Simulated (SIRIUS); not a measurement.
Ni:

```xyz
1
Lattice="-1.3837 1.3837 1.3837 1.3837 -1.3837 1.3837 1.3837 1.3837 -1.3837" Properties=species:S:1:pos:R:3 pbc="T T T"
Ni    0.0000    0.0000    0.0000
```

This isn't the form of Ni at room conditions, which is fcc.

Program: SIRIUS 7.10.0. Alike in all runs: task single point; level HTBS; potentials or basis PseudoDojo 0.5 PBE stringent (scalar relativistic); spin collinear, ferromagnetic start; cell as given; k mesh 9 × 9 × 9; cutoff (eV) 1416; smearing methfessel-paxton 0.2 eV.

Question: Order these runs on this cell by their pressure, lowest first.
A. fixed moment (μB) 0.75
B. fixed moment (μB) 0.5
C. fixed moment (μB) 0.0
D. fixed moment (μB) 1.0

Answer: C (-3.0 GPa), B (-1.2 GPa), A (1.2 GPa), D (4.3 GPa).

Caveats: the potentials were made for another functional, which shifts forces and pressure; the total moment is fixed, so each spin has its own Fermi level.

Runs at the PBE level aren't shown here.
